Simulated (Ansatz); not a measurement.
**CaO: stable or not**

It was reached by relaxing an invented guess, and it needn't be the stable form of this composition.

Method: DFT PBE, scalar-relativistic, plane waves, PAW (Ansatz). Settings of the last relaxation (8-atom cell): 420 eV, 8×8×8 k points, Gaussian smearing of 0.02 eV, no spin polarisation.

```xyz
8
Lattice="-3.9692 3.9692 2.3854 3.9692 -3.9692 2.3854 3.9692 3.9692 -2.3854" Properties=species:S:1:pos:R:3 pbc="T T T"
Ca    2.7964   -1.1727    2.3854
Ca    1.1727    5.1419    0.0000
Ca    1.1727    2.7964    2.3854
Ca    2.7964    1.1727    0.0000
O     1.1640    2.8052    0.0000
O     2.8052    1.1640    2.3854
O    -1.1640    2.8052    2.3854
O     5.1331    1.1640    0.0000
```

Formation energies are uncorrected and refer to the elements' standard structures at the same level (O₂ as a molecule).

Q: These tests were run: energy against the elements; random kick, then relaxation without symmetry; elastic tensor. What do they show?

A:

| test | result |
| --- | --- |
| energy against the elements | −2.826 eV/atom |
| random kick, then relaxation without symmetry | returns |
| elastic tensor | least eigenvalue 8 GPa |

It fails none of these tests. Other phases of the system weren't compared here, so this isn't yet thermodynamic stability. Phonons away from Γ weren't computed.

The kick test ran on a coarse mesh. The run for the elastic tensor used an 8×8×8 k mesh.
